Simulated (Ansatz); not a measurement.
Seebeck coefficient (μV/K, mean over directions) of p-type GeTe (R3m) against carrier density, PBEsol with spin-orbit coupling, rigid bands run with Ansatz (a first-principles code). Computed gap 0.28 eV; densities at which minority carriers matter at this gap, or further valleys turn the trend, are left out. Conductivity mass 0.158 mₑ (harmonic mean over directions), N_v = 1.5e19 cm⁻³ at 300 K.

```tsv
hole density	300 K
1e18 cm⁻³	441
3e18 cm⁻³	___
1e19 cm⁻³	250
3e19 cm⁻³	169
1e20 cm⁻³	___
3e20 cm⁻³	73
1e21 cm⁻³	___
```

Some entries are withheld; supply them.


- 3e18 cm⁻³, 300 K: 348
- 1e20 cm⁻³, 300 K: 106
- 1e21 cm⁻³, 300 K: 40

Rigid bands with a gap fixed in temperature, one relaxation time for all states, no polarons or phonon drag, and whether or not such doping can be reached.
